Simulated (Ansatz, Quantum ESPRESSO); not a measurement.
**Ta and the effect of the pressure**

The cell as given:

The structure is cubic, space group Im-3m (No. 229). Conventional cell: a = 3.303 Å, b = 3.303 Å, c = 3.303 Å, α = 90.00°, β = 90.00°, γ = 90.00°. Ta (site symmetry m-3m) has 8 Ta at 2.86 Å as nearest neighbours.

Kept alike: task relaxation of cell and atoms; functional PBEsol; k mesh 11 × 11 × 11; occupations fermi-dirac, width 0.05 eV; no spin polarisation. Program: Quantum ESPRESSO, GBRV 1.5 PBEsol, cutoff 871 eV. The mesh is that of the run's cell of 1 atom. No spin-orbit coupling.

```csv
"pressure, P (GPa)",volume (Å³/atom)
0,17.610
2,17.451
5,17.221
10,16.875
20,16.272
30,15.756
```

The relaxations keep at least the cell's symmetry (Im-3m). For a metal such a mesh leaves the last digits unconverged. The runs follow the start's structure, whether or not it is the stable one at these pressures. P is the pressure aimed at, which the runs meet within some hundredths to tenths of a GPa.

**Question.** What does the pressure change here?

**Answer.** The volume falls from 17.610 to 15.756 Å³/atom between 0 and 30 GPa. The volume falls ever more slowly, since the solid stiffens under load. At the pressures aimed at, which the runs meet within some tenths of a GPa, the step from 0 to 5 GPa gives a mean bulk modulus near 224 GPa, the last step 310 GPa. A twin series (Ansatz, all-electron LAPW, scalar-relativistic) moves it by -1.8716 between 0 and 30, against -1.8540 Å³/atom here.
